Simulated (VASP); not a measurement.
# TaN (P6_3/mmc) in VASP: a series of runs

One crystal, TaN, is run at these levels: PBE; tasks: electron localisation function, single point.

Program: VASP 6.6.1. These are calculated values, not measurements. Logs are shortened: lines on timing, memory, paths and dates and some standing lists are left out, and cuts for length are marked.

### Step 1. The structure

It takes space group P6_3/mmc (No. 194, hexagonal). Conventional cell: a = 2.922 Å, b = 2.922 Å, c = 5.917 Å, α = 90.00°, β = 90.00°, γ = 120.00°. Ta (site symmetry -3m) is surrounded by 6 N at 2.24 Å. N (site symmetry -6m2) is surrounded by 6 Ta at 2.24 Å.

The cell comes from a database or a generator and needn't be the stable form of this composition.

### Step 2. Electron localisation function, PBE

INCAR reads:

```
SYSTEM = TaN
PREC = Accurate
ENCUT = 520
EDIFF = 1E-7
ISMEAR = 0
SIGMA = 0.02
LREAL = .False.
LASPH = .True.
NELM = 60
ALGO = Normal
ISIF = 2
LWAVE = .False.
LCHARG = .True.
GGA = PE
LELF = .True.
```

KPOINTS reads:

```
regular mesh
0
Gamma
  10 10 5
  0 0 0
```

POSCAR reads:

```
TaN
1.0
    2.9217699809      0.0000000000      0.0000000000
   -1.4608849905      2.5303270275      0.0000000000
    0.0000000000      0.0000000000      5.9165150000
Ta N
2 2
Direct
    0.0000000000      0.0000000000      0.5000000000
    0.0000000000      0.0000000000      0.0000000000
    0.3333333333      0.6666666667      0.2500000000
    0.6666666667      0.3333333333      0.7500000000
```

Potentials or basis: VASP PAW PBE potentials, release 64 (Ta_pv, N).

Command:

```sh
cat potpaw_PBE.64/Ta_pv/POTCAR potpaw_PBE.64/N/POTCAR > POTCAR
mpirun -np 1 vasp_std > vasp.out
```

OUTCAR:

```text
SYSTEM = TaN
   PREC = Accurate
   ENCUT = 520
   EDIFF = 1E-7
   ISMEAR = 0
   LREAL = .False.
   LASPH = .True.
   NELM = 60
   ISIF = 2
   GGA = PE

 ion  position               nearest neighbor table
   1  0.000  0.000  0.500-   3 2.24   4 2.24   4 2.24   3 2.24   4 2.24   3 2.24   2 2.96   2 2.96

   2  0.000  0.000  0.000-   3 2.24   4 2.24   4 2.24   3 2.24   4 2.24   3 2.24   1 2.96   1 2.96

   3  0.333  0.667  0.250-   1 2.24   2 2.24   1 2.24   2 2.24   1 2.24   2 2.24
   4  0.667  0.333  0.750-   1 2.24   2 2.24   1 2.24   2 2.24   1 2.24   2 2.24

  LATTYP: Found a hexagonal cell.
 ALAT       =     2.9217699809
 C/A-ratio  =     2.0249763119

  Lattice vectors:

 A1 = (   2.9217699809,   0.0000000000,   0.0000000000)
 A2 = (  -1.4608849905,   2.5303270275,   0.0000000000)
 A3 = (   0.0000000000,   0.0000000000,   5.9165150000)

Analysis of symmetry for initial positions (statically):
=====================================================================
 Subroutine PRICEL returns:
 Original cell was already a primitive cell.

 Routine SETGRP: Setting up the symmetry group for a
 hexagonal supercell.

 Subroutine GETGRP returns: Found 24 space group operations
 (whereof 12 operations were pure point group operations)
 out of a pool of 24 trial point group operations.

The static configuration has the point symmetry D_3d.
 The point group associated with its full space group is D_6h.

Analysis of symmetry for dynamics (positions and initial velocities):
=====================================================================
 Subroutine PRICEL returns:
 Original cell was already a primitive cell.

 Routine SETGRP: Setting up the symmetry group for a
 hexagonal supercell.

 Subroutine GETGRP returns: Found 24 space group operations
 (whereof 12 operations were pure point group operations)
 out of a pool of 24 trial point group operations.

The dynamic configuration has the point symmetry D_3d.
 The point group associated with its full space group is D_6h.

 Subroutine INISYM returns: Found 24 space group operations
 (whereof 12 operations are pure point group operations),
 and found     1 'primitive' translations

----------------------------------------------------------------------------------------

                                     Primitive cell

  volume of cell :      43.7410

  direct lattice vectors                    reciprocal lattice vectors
     2.921769981  0.000000000  0.000000000     0.342258291  0.197602916  0.000000000
    -1.460884991  2.530327027  0.000000000     0.000000000  0.395205833  0.000000000
     0.000000000  0.000000000  5.916515000     0.000000000  0.000000000  0.169018417

  length of vectors
     2.921769981  2.921769981  5.916515000     0.395205833  0.395205833  0.169018417

  position of ions in fractional coordinates (direct lattice)
     0.000000000  0.000000000  0.500000000
     0.000000000  0.000000000  0.000000000
     0.333333333  0.666666667  0.250000000
     0.666666667  0.333333333  0.750000000

  ion indices of the primitive-cell ions
   primitive index   ion index
                 1           1
                 2           2
                 3           3
                 4           4

----------------------------------------------------------------------------------------

 KPOINTS: regular mesh

Automatic generation of k-mesh.
 Grid dimensions read from file:
 generate k-points for:   10   10    5

 Generating k-lattice:

  Cartesian coordinates                     Fractional coordinates (reciprocal lattice)
     0.034225829  0.019760292  0.000000000     0.100000000  0.000000000  0.000000000
     0.000000000  0.039520583  0.000000000     0.000000000  0.100000000  0.000000000
     0.000000000  0.000000000  0.033803683     0.000000000  0.000000000  0.200000000

  Length of vectors
     0.039520583  0.039520583  0.033803683

  Shift w.r.t. Gamma in fractional coordinates (k-lattice)
     0.000000000  0.000000000  0.000000000

 Subroutine IBZKPT returns following result:
 ===========================================

 Found     42 irreducible k-points:

 Following reciprocal coordinates:
            Coordinates               Weight
  0.000000  0.000000  0.000000      1.000000
  0.100000  0.000000  0.000000      6.000000
  0.200000  0.000000  0.000000      6.000000
  0.300000  0.000000  0.000000      6.000000
  0.400000  0.000000  0.000000      6.000000
  0.500000  0.000000  0.000000      3.000000
[... 16 lines left out ...]
  0.300000  0.100000  0.200000     24.000000
  0.400000  0.100000  0.200000     24.000000
 [... further k-points ...]
   k-points           NKPTS =     42   k-points in BZ     NKDIM =     42   number of bands    NBANDS=     20
   number of dos      NEDOS =    301   number of ions     NIONS =      4
   total plane-waves  NPLWV =  27648
   dimension x,y,z NGX =    24 NGY =   24 NGZ =   48
   dimension x,y,z NGXF=    48 NGYF=   48 NGZF=   96
   ions per type =               2   2
   NGX,Y,Z   is equivalent  to a cutoff of  13.66, 13.66, 13.49 a.u.
   NGXF,Y,Z  is equivalent  to a cutoff of  27.31, 27.31, 26.97 a.u.
 SYSTEM =  TaN
   PREC   = accura    normal or accurate (medium, high low for compatibility)
   ISTART =      0    job   : 0-new  1-cont  2-samecut
   ICHARG =      2    charge: 1-file 2-atom 10-const
   ISPIN  =      1    spin polarized calculation?
   LNONCOLLINEAR =      F non collinear calculations
   LSORBIT =      F    spin-orbit coupling
   LASPH  =      T    aspherical Exc in radial PAW
   ENCUT  =  520.0 eV  38.22 Ry    6.18 a.u.   5.43  5.43 11.00*2*pi/ulx,y,z
   NELM   =     60;   NELMIN=  2; NELMDL= -5     # of ELM steps
   EDIFF  = 0.1E-06   stopping-criterion for ELM
   LREAL  =      F    real-space projection
   EDIFFG = 0.1E-05   stopping-criterion for IOM
   NSW    =      0    number of steps for IOM
   IBRION =     -1    ionic relax: 0-MD 1-quasi-New 2-CG
   NFREE  =      0    steps in history (QN), initial steepest desc. (CG)
   ISIF   =      2    stress and relaxation
   ISYM   =      2    0-nonsym 1-usesym 2-fastsym
   POTIM  = 0.5000    time-step for ionic-motion
   TEBEG  =    0.0;   TEEND  =   0.0 temperature during run
   PSTRESS=    0.0 pullay stress
   NELECT =      32.0000    total number of electrons
   NUPDOWN=      -1.0000    fix difference up-down
   EMIN   =  10.00;   EMAX   =-10.00  energy-range for DOS
   EFERMI =   0.00;   METHOD = LEGACY
   ISMEAR =     0;   SIGMA  =   0.02  broadening in eV -4-tet -1-fermi 0-gaus
   EFERMI_NEDOS =   21; number of points for ismear=-14 and -15
   IALGO  =     38    algorithm
   IMIX   =      4    mixing-type and parameters
     AMIX     =   0.40;   BMIX     =  1.00
     AMIX_MAG =   1.60;   BMIX_MAG =  1.00
  volume/ion in A,a.u.               =      10.94        73.79
  Fermi-wavevector in a.u.,A,eV,Ry     =   1.475124  2.787581 29.606163  2.175992
  Thomas-Fermi vector in A             =   2.589812
   LORBIT       =      0    0 simple, 1 ext, 2 COOP (PROOUT), +10 PAW based schemes
   GGA     = PE    functional components
   LHFCALC =     F    Hartree Fock is set to
   AEXX    =    0.0000 exact exchange contribution
   IVDW    =     0    specifies the selected vdW correction
   LEPSILON=     F    determine dielectric tensor
   LRPA    =     F    only Hartree local field effects (RPA)
 non-spin polarized calculation
 Gauss-broadening in eV      SIGMA  =   0.02
  energy-cutoff  :      520.00
  volume of cell :       43.74
 maximum number of plane-waves:      1223
 NGX is ok and might be reduce to    24
   NGX = 11   NGY = 11   NGZ = 23

 number of electron      32.0000005 magnetization

 Free energy of the ion-electron system (eV)
  ---------------------------------------------------
  ext. energy  EPLUGINS =         0.00000000
  ---------------------------------------------------
  free energy    TOTEN  =       -44.02355146 eV

  energy without entropy =      -44.02330011  energy(sigma->0) =      -44.02342579

 E-fermi :   8.0918     XC(G=0): -13.2679

 val. band max:        8.0820807819   @ k =   0.1000   0.1000   0.4000
 cond. band min:       8.1256711494   @ k =   0.1000   0.0000   0.2000
 fundamental gap:      0.0435903675
 Fermi energy:         8.0918448413

 k-point     1 :       0.0000    0.0000    0.0000
  band No.  band energies     occupation
      1     -27.4993      2.00000
      2     -26.7566      2.00000
      3     -26.5059      2.00000
      4     -26.5059      2.00000
      5     -26.4454      2.00000
      6     -26.4454      2.00000
[... 12 lines left out ...]
     19       8.6701      0.00000
     20      10.4505      0.00000

 k-point     2 :       0.1000    0.0000    0.0000
  band No.  band energies     occupation
      1     -27.4747      2.00000
      2     -26.7421      2.00000
      3     -26.6157      2.00000
      4     -26.5462      2.00000
      5     -26.5295      2.00000
      6     -26.4676      2.00000
[... 12 lines left out ...]
     19       9.1880      0.00000
     20      10.5457      0.00000

 k-point     3 :       0.2000    0.0000    0.0000
  band No.  band energies     occupation
      1     -27.4100      2.00000
      2     -26.8939      2.00000
      3     -26.8035      2.00000
      4     -26.7039      2.00000
      5     -26.5907      2.00000
      6     -26.5251      2.00000
[... 12 lines left out ...]
     19      10.2025      0.00000
     20      10.8727      0.00000

 k-point     4 :       0.3000    0.0000    0.0000
  band No.  band energies     occupation
      1     -27.3305      2.00000
      2     -27.2196      2.00000
      3     -27.1083      2.00000
      4     -26.6652      2.00000
      5     -26.6565      2.00000
      6     -26.5953      2.00000
[... 429 lines left out ...]
 k-point    23 :       0.3000    0.1000    0.2000
  band No.  band energies     occupation
      1     -27.3445      2.00000
      2     -27.2505      2.00000
      3     -27.2153      2.00000
      4     -26.7478      2.00000
      5     -26.6968      2.00000
      6     -26.6842      2.00000
[... 12 lines left out ...]
     19      11.6108      0.00000
     20      12.4251      0.00000

 k-point    24 :       0.4000    0.1000    0.2000
  band No.  band energies     occupation
      1     -27.5039      2.00000
      2     -27.3969      2.00000
      3     -27.1771      2.00000
      4     -26.8010      2.00000
      5     -26.7366      2.00000
      6     -26.6661      2.00000
[... 12 lines left out ...]
     19      12.0009      0.00000
     20      12.8439      0.00000

 [... further k-points ...]
[... 5 lines left out ...]
  --------------------------------------------------------------------------------------
  -------------------------------------------------------------------------------------
  Total       -0.1257615     -0.1257615     -0.0614909      0.0000000     -0.0000000      0.0000000
  in kB       -4.6064858     -4.6064858     -2.2523356      0.0000000     -0.0000000      0.0000000
  external PRESSURE =      -3.8217690 kB  Pullay stress =       0.0000000 kB

 VOLUME and BASIS-vectors are now :
 -----------------------------------------------------------------------------
  energy-cutoff  :      520.00
  volume of cell :       43.74
      direct lattice vectors                 reciprocal lattice vectors
     2.921769981  0.000000000  0.000000000     0.342258291  0.197602916  0.000000000
    -1.460884991  2.530327027  0.000000000     0.000000000  0.395205833  0.000000000
     0.000000000  0.000000000  5.916515000     0.000000000  0.000000000  0.169018417

 POSITION                                       TOTAL-FORCE (eV/Angst)
 -----------------------------------------------------------------------------------
      0.00000      0.00000      2.95826        -0.000000      0.000000     -0.000000
      0.00000      0.00000      0.00000        -0.000000      0.000000     -0.000000
     -0.00000      1.68688      1.47913         0.000000     -0.000000     -0.000000
      1.46088      0.84344      4.43739        -0.000000      0.000000      0.000000
 -----------------------------------------------------------------------------------
    total drift:                               -0.000000      0.000000      0.000000

  FREE ENERGIE OF THE ION-ELECTRON SYSTEM (eV)
  ---------------------------------------------------
  free  energy   TOTEN  =       -44.0235514591 eV

  energy  without entropy=      -44.0233001134  energy(sigma->0) =      -44.02342579
```

Run time: 36 s. Hardware: 1 thread of AMD EPYC 7R43 (Zen 3), shared host; peak memory 0.15 GiB.

What came out:

```
Free energy            : -44.0236 eV
Pressure               : -0.4 GPa
Band gap on the k mesh : none (metal or under the smearing width)
```

Stress tensor (GPa, compression positive):
```
-0.46  0.00  0.00
 0.00 -0.46  0.00
 0.00  0.00 -0.23
```

Spin-orbit coupling is left out, which matters for the levels of Ta.

### Step 3. Single point, PBE

INCAR reads:

```
SYSTEM = TaN
ALGO     = Fast           ! electronic algorithm
EDIFF    = 1E-6           ! SCF threshold, eV
ENCUT    = 500            ! plane-wave cutoff, eV
GGA      = PE             ! functional
ISIF     = 2              ! what is computed and relaxed
ISMEAR   = 0              ! smearing method
LASPH    = .TRUE.         ! aspherical terms in the spheres
LCHARG   = .TRUE.         ! write CHGCAR
LELF     = .TRUE.         ! ELF
LREAL    = .FALSE.        ! projectors in reciprocal space
LVHAR    = .TRUE.       
LWAVE    = .FALSE.        ! write WAVECAR
NELM     = 100            ! most SCF steps
PREC     = Accurate       ! precision mode
SIGMA    = 0.02           ! smearing width, eV
```

KPOINTS reads:

```
k-points
0
G
  5 5 3
  0 0 0
```

POSCAR is that of step 2.

Potentials or basis: VASP PAW PBE potentials, release 64 (Ta_sv_GW, N_GW).

Command:

```sh
cat potpaw_PBE.64/Ta_sv_GW/POTCAR potpaw_PBE.64/N_GW/POTCAR > POTCAR
mpirun -np 1 vasp_std > vasp.out
```

Run time: 28 s. Hardware: 1 thread of AMD EPYC 9R45 (Zen 5), shared host; peak memory 0.14 GiB.

The run converged. Its results:

```yaml
Free_energy: -49.1071 eV
Pressure: -2.1 GPa
Band_gap_on_the_k_mesh: none (metal or under the smearing width)
```

Stress tensor (GPa, compression positive):
```
-0.68  0.00  0.00
 0.00 -0.68  0.00
 0.00  0.00 -5.02
```

Levels at points of the mesh, in eV from the Fermi level:
```csv
k point,band 15,band 16,band 17,band 18,band 19,band 20,band 21,band 22
"(0.00, 0.00, 0.00)",-3.18,-1.67,-1.67,0.07,0.07,0.86,0.86,2.75
```

Caveat: the k mesh is coarse (spacing up to 0.50 Å⁻¹), so the values aren't converged; the cutoff is under 1.25 times the usual one of these potentials, so pressure, stress and relaxed cells hold a basis-set (Pulay) error.

### Step 4. For comparison

An earlier run on the cell as given: functional PBE; potentials or basis VASP PAW PBE potentials, release 64 (Ta_pv, N); cutoff 520 eV; k mesh 10 × 10 × 5; occupations fermi-dirac, width 0.05 eV; no spin polarisation.

- Pressure: -0.4 GPa
- Band gap on the k mesh: none (metal or under the smearing width)

### Step 5. Overview

```tsv
task	potentials or basis	k mesh	cutoff (eV)	smearing	mesh quality	gap on the mesh (eV)	pressure (GPa)
electron localisation function	VASP PAW PBE potentials, release 64 (Ta_pv, N)	10 × 10 × 5	520	gaussian 0.02 eV	not flagged	none	-0.4
single point	VASP PAW PBE potentials, release 64 (Ta_sv_GW, N_GW)	5 × 5 × 3	500	gaussian 0.02 eV	coarse	none	-2.1
single point	VASP PAW PBE potentials, release 64 (Ta_pv, N)	10 × 10 × 5	520	fermi-dirac 0.05 eV	not flagged	none	-0.4
```

Alike in all rows: level PBE; no spin polarisation; cell as given.

Caveats: some runs use coarse meshes; the cutoff is under 1.25 times the usual one of these potentials, so pressure, stress and relaxed cells hold a basis-set (Pulay) error (some runs).

Total energies depend on the potentials used, so only differences within one code and one set of settings carry meaning.
